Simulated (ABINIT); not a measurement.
# BN (F-43m) in ABINIT: further runs

The runs below take BN through relaxation of cell and atoms, with PBE.

Program: ABINIT 10.8.3 (patched build). These are calculated values, not measurements. Logs are shortened: lines on timing, memory, paths and dates and some standing lists are left out, and cuts for length are marked. The log counts tension as positive stress, the text compression.

## (1) Starting point

Symmetry: F-43m, No. 216, cubic system. Conventional cell: a = 3.626 Å, b = 3.626 Å, c = 3.626 Å, α = 90.00°, β = 90.00°, γ = 90.00°. N (site symmetry -43m) has 4 B at 1.57 Å as nearest neighbours. B (site symmetry -43m) is surrounded by 4 N at 1.57 Å.

The cell is a database's computed one.

## (2) Relaxation of cell and atoms, PBE

Input file run.abi:

```
pp_dirpath "./"
pseudos "N.GGA_PBE-JTH.xml, B.GGA_PBE-JTH.xml"

acell 3*1.0
rprim
     0.0000000000     3.4260753537     3.4260753537
     3.4260753537     0.0000000000     3.4260753537
     3.4260753537     3.4260753537     0.0000000000
ntypat 2
znucl 7 5
natom 2
typat 1 2
xcart
     0.9065005000     0.9065005000     0.9065005000
     0.0000000000     0.0000000000     0.0000000000 Angstrom
chkprim 0
chksymtnons 0
tolsym 1.0e-6

ecut 707.496042 eV
pawecutdg 48.0
pawxcdev 0
pawovlp -1

kptopt 1
ngkpt 13 13 13
nshiftk 1
shiftk 0.0 0.0 0.0

ixc 11

nband 8
occopt 3
tsmear 0.05 eV

nstep 100
tolvrs 1.0e-9

iomode 3
prtwf 0
prtden 0
prteig 0
prtebands 0
enunit 2

ionmov 2
ntime 60
tolmxf 5.0e-5
optcell 2
dilatmx 1.08
ecutsm 0.5
```

Potentials or basis: JTH PAW PBE v2.0.

The run is started by

```sh
> abinit run.abi > log 2>&1
```

run.abo:

```text
.Version 10.8.3 of ABINIT
 Symmetries : space group F-4 3 m (#216); Bravais cF (face-center cubic)
================================================================================
 Values of the parameters that define the memory need of the present run
     intxc =       0    ionmov =       2      iscf =      17    lmnmax =       8
     lnmax =       4     mgfft =      27  mpssoang =       2    mqgrid =    3001
     natom =       2  nloc_mem =       2    nspden =       1   nspinor =       1
    nsppol =       1      nsym =      24    n1xccc =       1    ntypat =       2
    occopt =       3   xclevel =       2
       mpw =         654          nfft =       19683          nkpt =          84
 PAW method is used; the additional fine FFT grid is defined by:
   mgfftf=        36    nfftf =     46656
================================================================================
================================================================================

--------------------------------------------------------------------------------
------------- Echo of variables that govern the present computation ------------
--------------------------------------------------------------------------------
 -outvars: echo values of preprocessed input variables --------
            acell      1.0000000000E+00  1.0000000000E+00  1.0000000000E+00 Bohr
              amu      1.40067400E+01  1.08110000E+01
          chkprim           0
      chksymtnons           0
          dilatmx      1.08000000E+00
             ecut      2.60000000E+01 Hartree
           ecutsm      5.00000000E-01 Hartree
           enunit           2
           ionmov           2
                       outvar_i_n : Printing only first  50 k-points.
              ixc          11
                       outvar_i_n : Printing only first  50 k-points.
         kptrlatt       13    0    0      0   13    0      0    0   13
          kptrlen      6.29876290E+01
            natom           2
            nband           8
            ngfft          27      27      27
          ngfftdg          36      36      36
             nkpt          84
            nstep         100
             nsym          24
            ntime          60
           ntypat           2
                       prtocc : prtvol=0, do not print more k-points.
           occopt           3
          optcell           2
        pawecutdg      4.80000000E+01 Hartree
          pawovlp     -1.0000000000E+00
         pawxcdev           0
           prtden           0
        prtebands           0
           prteig           0
            prtwf           0
            rprim      0.0000000000E+00  3.4260753537E+00  3.4260753537E+00
                       3.4260753537E+00  0.0000000000E+00  3.4260753537E+00
                       3.4260753537E+00  3.4260753537E+00  0.0000000000E+00
          spgroup         216
           tolsym      1.00000000E-06
           tolvrs      1.00000000E-09
           tsmear      1.83746611E-03 Hartree
            typat      1  2
           useylm           1
                       outvars : Printing only first  50 k-points.
           xangst      9.0650050000E-01  9.0650050000E-01  9.0650050000E-01
                       6.0774285567E-10  6.0774285567E-10  6.0774285567E-10
            xcart      1.7130376780E+00  1.7130376780E+00  1.7130376780E+00
                       1.1484675522E-09  1.1484675522E-09  1.1484675522E-09
             xred      2.5000000017E-01  2.5000000017E-01  2.5000000017E-01
                       1.6760687283E-10  1.6760687283E-10  1.6760687283E-10
            znucl        7.00000    5.00000

================================================================================

 chkinp: Checking input parameters for consistency.

================================================================================
== DATASET  1 ==================================================================

--- !DatasetInfo
iteration_state: {dtset: 1, }
dimensions: {natom: 2, nkpt: 84, mband: 8, nsppol: 1, nspinor: 1, nspden: 1, mpw: 654, }
cutoff_energies: {ecut:  26.0, pawecutdg:  48.0, }
electrons: {nelect:   8.00000000E+00, charge:   0.00000000E+00, occopt:   3.00000000E+00, tsmear:   1.83746611E-03, }
meta: {optdriver: 0, ionmov: 2, optcell: 2, iscf: 17, paral_kgb: 0, }
...

 Exchange-correlation functional for the present dataset will be:
  GGA: Perdew-Burke-Ernzerhof functional - ixc=11
  J.P.Perdew, K.Burke, M.Ernzerhof, PRL 77, 3865 (1996)

 Real(R)+Recip(G) space primitive vectors, cartesian coordinates (Bohr,Bohr^-1):
 R(1)=  0.0000000  3.4260754  3.4260754  G(1)= -0.1459396  0.1459396  0.1459396
[... 226 lines left out ...]
 Stress tensor in cartesian coordinates (strten) [Ha/bohr^3]
 -1.28242384332504E-06  0.00000000000000E+00  0.00000000000000E+00
  0.00000000000000E+00 -1.28242384332330E-06  0.00000000000000E+00
  0.00000000000000E+00  0.00000000000000E+00 -1.28242384332157E-06
 Total energy (etotal) [Ha]= -1.29786208585978E+01

 Difference of energy with previous step (new-old):
           Absolute (Ha)=-3.11888E-07
           Relative     =-2.40309E-08

--- Iteration: ( 3/60) Internal Cycle: (1/1)
--------------------------------------------------------------------------------

---SELF-CONSISTENT-FIELD CONVERGENCE--------------------------------------------
[... 72 lines left out ...]
 Real space primitive translations (rprimd) [bohr]
  0.00000000000000E+00  3.42516949654303E+00  3.42516949654303E+00
  3.42516949654303E+00  0.00000000000000E+00  3.42516949654303E+00
  3.42516949654303E+00  3.42516949654303E+00  0.00000000000000E+00
 Unitary Cell Volume (ucvol) [Bohr^3]=  8.03667116427030E+01
 Angles (23,13,12)= [degrees]
  6.00000000000000E+01  6.00000000000000E+01  6.00000000000000E+01
 Lengths [Bohr]
  4.84392115543778E+00  4.84392115543778E+00  4.84392115543778E+00
 Stress tensor in cartesian coordinates (strten) [Ha/bohr^3]
 -1.66305987574916E-08  0.00000000000000E+00  0.00000000000000E+00
  0.00000000000000E+00 -1.66305987557569E-08  0.00000000000000E+00
  0.00000000000000E+00  0.00000000000000E+00 -1.66305987540222E-08
 Total energy (etotal) [Ha]= -1.29786208639985E+01

 Difference of energy with previous step (new-old):
           Absolute (Ha)=-5.40073E-09
           Relative     =-4.16125E-10

 At Broyd/MD step   3, gradients are converged :
  max grad (force/stress) = 1.6631E-06 < tolmxf= 5.0000E-05 ha/bohr (free atoms)

================================================================================

 ----iterations are completed or convergence reached----

 Mean square residual over all n,k,spin=   41.062E-15; max=  27.564E-14
 reduced coordinates (array xred) for    2 atoms
       0.250000000168      0.250000000168      0.250000000168
       0.000000000168      0.000000000168      0.000000000168
 rms dE/dt=  0.0000E+00; max dE/dt=  0.0000E+00; dE/dt below (all hartree)
    1       0.000000000000      0.000000000000      0.000000000000
    2       0.000000000000      0.000000000000      0.000000000000

 cartesian coordinates (angstrom) at end:
    1      0.90626082051810     0.90626082051810     0.90626082051810
    2      0.00000000060758     0.00000000060758     0.00000000060758

 cartesian forces (hartree/bohr) at end:
    1     -0.00000000000000    -0.00000000000000    -0.00000000000000
    2     -0.00000000000000    -0.00000000000000    -0.00000000000000
 frms,max,avg= 0.0000000E+00 0.0000000E+00   0.000E+00  0.000E+00  0.000E+00 h/b

 cartesian forces (eV/Angstrom) at end:
    1     -0.00000000000000    -0.00000000000000    -0.00000000000000
    2     -0.00000000000000    -0.00000000000000    -0.00000000000000
 frms,max,avg= 0.0000000E+00 0.0000000E+00   0.000E+00  0.000E+00  0.000E+00 e/A
 length scales=  4.843921155438  4.843921155438  4.843921155438 bohr
              =  2.563292685130  2.563292685130  2.563292685130 angstroms
 Fermi (or HOMO) energy (hartree) =   0.36247   Average Vxc (hartree)=  -0.46932
 Eigenvalues (hartree) for nkpt=  84  k points:
 kpt#   1, nband=  8, wtk=  0.00046, kpt=  0.0000  0.0000  0.0000 (reduced coord)
  -0.42557    0.31487    0.31487    0.31487    0.63688    0.63688    0.63688    0.68955
      occupation numbers for kpt#   1
   2.00000    2.00000    2.00000    2.00000    0.00000    0.00000    0.00000    0.00000
 prteigrs : prtvol=0 or 1, do not print more k-points.

 Fermi (or HOMO) energy (eV) =   9.86340   Average Vxc (eV)= -12.77080
 Eigenvalues (   eV  ) for nkpt=  84  k points:
 kpt#   1, nband=  8, wtk=  0.00046, kpt=  0.0000  0.0000  0.0000 (reduced coord)
 -11.58046    8.56799    8.56799    8.56799   17.33028   17.33028   17.33028   18.76364
 prteigrs : prtvol=0 or 1, do not print more k-points.

--- !EnergyTerms
iteration_state     : {dtset: 1, itime: 3, icycle: 1, }
comment             : Components of total free energy in Hartree
kinetic             :  7.93035238539433E+00
hartree             :  1.81798385900886E+00
xc                  : -3.90833526688119E+00
Ewald energy        : -1.31339040157227E+01
psp_core            :  7.25519431660424E-01
local_psp           : -7.79455028053240E+00
PAW spherical_terms :  1.38431262822265E+00
internal            : -1.29786212588501E+01
'-kT*entropy'       : -3.55369368332799E-16
total_energy        : -1.29786212588501E+01
total_energy_eV     : -3.53166276014869E+02
...

--- !EnergyTermsDC
iteration_state     : {dtset: 1, itime: 3, icycle: 1, }
comment             : '"Double-counting" decomposition of free energy'
band_energy         :  2.13801938088141E-01
Ewald energy        : -1.31339040157227E+01
psp_core            :  7.25519431660424E-01
xc_dc               : -1.02096022630339E+00
PAW spherical_terms :  2.36922008279047E-01
internal            : -1.29786208639985E+01
'-kT*entropy'       : -3.55369368332799E-16
total_energy_dc     : -1.29786208639985E+01
total_energy_dc_eV  : -3.53166265270411E+02
...

--- !EnergyTermsWithPAWCore
iteration_state     : {dtset: 1, itime: 3, icycle: 1, }
comment             : 'Components of total free energy, including PAW core contributions'
Total energy        : -7.96973751785005E+01
Total energy DC     : -7.96973747836490E+01
Total energy (eV)   : -2.16867605877304E+03
Total energy DC (eV): -2.16867604802858E+03
...

 Cartesian components of stress tensor (hartree/bohr^3)
  sigma(1 1)= -1.66305988E-08  sigma(3 2)=  0.00000000E+00
  sigma(2 2)= -1.66305988E-08  sigma(3 1)=  0.00000000E+00
  sigma(3 3)= -1.66305988E-08  sigma(2 1)=  0.00000000E+00

-Cartesian components of stress tensor (GPa)         [Pressure=  4.8929E-04 GPa]
- sigma(1 1)= -4.89289108E-04  sigma(3 2)=  0.00000000E+00
- sigma(2 2)= -4.89289108E-04  sigma(3 1)=  0.00000000E+00
- sigma(3 3)= -4.89289108E-04  sigma(2 1)=  0.00000000E+00

== END DATASET(S) ==============================================================
================================================================================

 -outvars: echo values of variables after computation  --------
            acell      4.8439211554E+00  4.8439211554E+00  4.8439211554E+00 Bohr
           etotal     -1.2978620864E+01
            fcart     -0.0000000000E+00 -0.0000000000E+00 -0.0000000000E+00
                      -0.0000000000E+00 -0.0000000000E+00 -0.0000000000E+00
            rprim      0.0000000000E+00  7.0710678119E-01  7.0710678119E-01
                       7.0710678119E-01  0.0000000000E+00  7.0710678119E-01
                       7.0710678119E-01  7.0710678119E-01  0.0000000000E+00
           strten     -1.6630598757E-08 -1.6630598756E-08 -1.6630598754E-08
                       0.0000000000E+00  0.0000000000E+00  0.0000000000E+00
           xangst      9.0626082052E-01  9.0626082052E-01  9.0626082052E-01
                       6.0758216796E-10  6.0758216796E-10  6.0758216796E-10
             xred      2.5000000017E-01  2.5000000017E-01  2.5000000017E-01
                       1.6760687283E-10  1.6760687283E-10  1.6760687283E-10
 Calculation completed.
```

Run time: 32 s. Hardware: 1 thread of Arm Neoverse V1, shared host; peak memory 0.1 GiB.

What came out:

- Free energy: -353.1663 eV
- Relaxed volume: 5.95 Å³/atom
- Relaxed cell: a = 2.563 Å, b = 2.563 Å, c = 2.563 Å, α = 60.00°, β = 60.00°, γ = 60.00°
- Space group after relaxing (to 0.05 Å): F-43m (No. 216)
- Energy gained by relaxing: 0.0 meV/atom
- Ionic steps: 3
- Pressure after relaxing: 0.0 GPa
- Band gap on the k mesh: 4.52 eV, indirect (least direct gap 8.76 eV)
- Valence electrons inside the program's atomic spheres: N 2.67; B 2.06

Final structure:
```
N B
1.0
     0.00000    1.81252    1.81252
     1.81252    0.00000    1.81252
     1.81252    1.81252    0.00000
N B
1 1
Direct
  0.25000 0.25000 0.25000
  0.00000 0.00000 0.00000
```

Caveat: an odd mesh through Γ misses points on the zone boundary, where band edges often lie. Expect the measured gap to be larger: semilocal functionals such as PBE lack the derivative discontinuity.

## (3) Relaxation of cell and atoms, PBE, target pressure 5 GPa, at which the enthalpy is minimised

run.abi: that of step 2 with these lines changed.

```diff
@@ -51 +51,2 @@
 ecutsm 0.5
+strtarget 3*-1.699465e-04 3*0.0
```

Potentials or basis: JTH PAW PBE v2.0.

The run is started by

```sh
> abinit run.abi > log 2>&1
```

Run time: 43 s. Hardware: 1 thread of Arm Neoverse V1, shared host; peak memory 0.1 GiB.

Results (log left out):

```yaml
Free_energy: -353.1639 eV
Relaxed_volume: 5.88 Å³/atom
Relaxed_cell: a = 2.552 Å, b = 2.552 Å, c = 2.552 Å, α = 60.00°, β = 60.00°, γ = 60.00°
Space_group_after_relaxing_to_0.05_Å: F-43m (No. 216)
Energy_change_on_relaxing_the_enthalpy_is_what_falls: +1.2 meV/atom
Ionic_steps: 4
Pressure_after_relaxing: 5.0 GPa
Band_gap_on_the_k_mesh: 4.53 eV, indirect (least direct gap 8.82 eV)
Valence_electrons_inside_the_program's_atomic_spheres: N 2.65; B 2.09
```

Step by step:
```
step  energy change (eV)  largest force (eV/Å)  pressure (GPa)  volume (Å³)
   1              0.0000                0.0000           -0.29        11.92
   2              0.0032                0.0000            5.91        11.73
   3              0.0024                0.0000            4.99        11.75
   4              0.0024                0.0000            5.00        11.75
```

Final structure:
```xyz
2
Lattice="0.0000 1.8046 1.8046 1.8046 0.0000 1.8046 1.8046 1.8046 0.0000" Properties=species:S:1:pos:R:3 pbc="T T T"
N     0.9023    0.9023    0.9023
B     0.0000    0.0000    0.0000
```

Levels at points of the mesh, in eV from the valence-band top:
```
           k point  band 2  band 3  band 4  band 5  band 6  band 7
(0.00, 0.00, 0.00)    0.00    0.00    0.00    8.82    8.82    8.82
```

Caveat: an odd mesh through Γ misses points on the zone boundary, where band edges often lie.

## (4) Relaxation of cell and atoms, PBE, target pressure 10 GPa, at which the enthalpy is minimised

run.abi: that of step 3 with these lines changed.

```diff
@@ -51,2 +51,2 @@
 ecutsm 0.5
-strtarget 3*-1.699465e-04 3*0.0
+strtarget 3*-3.398931e-04 3*0.0
```

Potentials or basis: JTH PAW PBE v2.0.

The run is started by

```sh
> abinit run.abi > log 2>&1
```

run.abo:

```text
.Version 10.8.3 of ABINIT
 Symmetries : space group F-4 3 m (#216); Bravais cF (face-center cubic)
================================================================================
 Values of the parameters that define the memory need of the present run
     intxc =       0    ionmov =       2      iscf =      17    lmnmax =       8
     lnmax =       4     mgfft =      27  mpssoang =       2    mqgrid =    3001
     natom =       2  nloc_mem =       2    nspden =       1   nspinor =       1
    nsppol =       1      nsym =      24    n1xccc =       1    ntypat =       2
    occopt =       3   xclevel =       2
       mpw =         654          nfft =       19683          nkpt =          84
 PAW method is used; the additional fine FFT grid is defined by:
   mgfftf=        36    nfftf =     46656
================================================================================
================================================================================

--------------------------------------------------------------------------------
[... 597 lines left out ...]
- sigma(1 1)= -9.99934326E+00  sigma(3 2)=  0.00000000E+00
- sigma(2 2)= -9.99934326E+00  sigma(3 1)=  0.00000000E+00
- sigma(3 3)= -9.99934326E+00  sigma(2 1)=  0.00000000E+00

== END DATASET(S) ==============================================================
================================================================================

 -outvars: echo values of variables after computation  --------
            acell      4.8027054371E+00  4.8027054371E+00  4.8027054371E+00 Bohr
           etotal     -1.2978287020E+01
            fcart      1.9202594301E-29  1.9202594301E-29 -5.7607782902E-29
                      -1.9202594301E-29 -1.9202594301E-29  5.7607782902E-29
            rprim      0.0000000000E+00  7.0710678119E-01  7.0710678119E-01
                       7.0710678119E-01  0.0000000000E+00  7.0710678119E-01
                       7.0710678119E-01  7.0710678119E-01  0.0000000000E+00
           strten     -3.3987076933E-04 -3.3987076933E-04 -3.3987076933E-04
                       0.0000000000E+00  0.0000000000E+00  0.0000000000E+00
           xangst      8.9854967298E-01  8.9854967298E-01  8.9854967298E-01
                       6.0241240266E-10  6.0241240266E-10  6.0241240266E-10
             xred      2.5000000017E-01  2.5000000017E-01  2.5000000017E-01
                       1.6760687283E-10  1.6760687283E-10  1.6760687283E-10
 Calculation completed.
```

Run time: 46 s. Hardware: 1 thread of Arm Neoverse V1, shared host; peak memory 0.1 GiB.

What came out:

| Property | Result |
| --- | --- |
| Free energy | -353.1572 eV |
| Relaxed volume | 5.80 Å³/atom |
| Relaxed cell | a = 2.541 Å, b = 2.541 Å, c = 2.541 Å, α = 60.00°, β = 60.00°, γ = 60.00° |
| Space group after relaxing (to 0.05 Å) | F-43m (No. 216) |
| Energy change on relaxing (the enthalpy is what falls) | +4.5 meV/atom |
| Ionic steps | 4 |
| Pressure after relaxing | 10.0 GPa |
| Band gap on the k mesh | 4.55 eV, indirect (least direct gap 8.88 eV) |
| Valence electrons inside the program's atomic spheres | N 2.68; B 2.14 |

The path:
```tsv
step	energy change (eV)	largest force (eV/Å)	pressure (GPa)	volume (Å³)
1	0.0000	0.0000	-0.29	11.92
2	0.0133	0.0000	12.16	11.55
3	0.0090	0.0000	9.94	11.61
4	0.0091	0.0000	10.00	11.61
```

Final structure:
```
N B
1.0
     0.00000    1.79710    1.79710
     1.79710    0.00000    1.79710
     1.79710    1.79710    0.00000
N B
1 1
Direct
  0.25000 0.25000 0.25000
  0.00000 0.00000 0.00000
```

Caveat: an odd mesh through Γ misses points on the zone boundary, where band edges often lie.

(Part 1 of 2 ends here.)
